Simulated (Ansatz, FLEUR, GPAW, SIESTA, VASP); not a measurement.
One calculation of TePb, 5 ways

```
CELL_PARAMETERS angstrom
0.00000 3.23100 3.23100
3.23100 0.00000 3.23100
3.23100 3.23100 0.00000
ATOMIC_POSITIONS crystal
Pb 0.00000 0.00000 0.00000
Te 0.50000 0.50000 0.50000
```

Alike in all runs: task band structure; functional BLYP; k mesh 7 × 7 × 7; occupations fermi-dirac, width 0.05 eV; no spin polarisation; no spin-orbit coupling. Pressure is positive in compression and, in plane waves, holds the error of the finite cutoff. Gaps are the smaller of the mesh's and the band path's.

| program and potentials | plane-wave cutoff (eV) | notes | band gap (eV) | pressure (GPa) |
| --- | --- | --- | --- | --- |
| SIESTA, files PseudoDojo sr-pbe-0.4.1-standard, DZP (energy shift 0.003 Ry; two zetas on semicore shells) | - | atomic basis; potentials made for PBE; 15 valence electrons an atom on average | 0.85 | 5.55 |
| FLEUR, all-electron, FLAPW | - | - | 0.82 | - |
| VASP, PBE PAW files Pb_d, Te, 520 eV | 520 | potentials made for PBE; 10 valence electrons an atom on average | 0.82 | 5.48 |
| Ansatz, all-electron LAPW, scalar-relativistic | - | - | ? | ? |
| GPAW, PAW data sets generated for this functional | 600 | 10 valence electrons an atom on average | 0.80 | 5.06 |

Question: Estimate from the other rows what the run with Ansatz, all-electron LAPW, scalar-relativistic gave.

Answer: Band gap 0.83 eV; pressure 5.33 GPa. The other rows, which needn't bracket it: band gap 0.80 to 0.85; pressure 5.06 to 5.55.
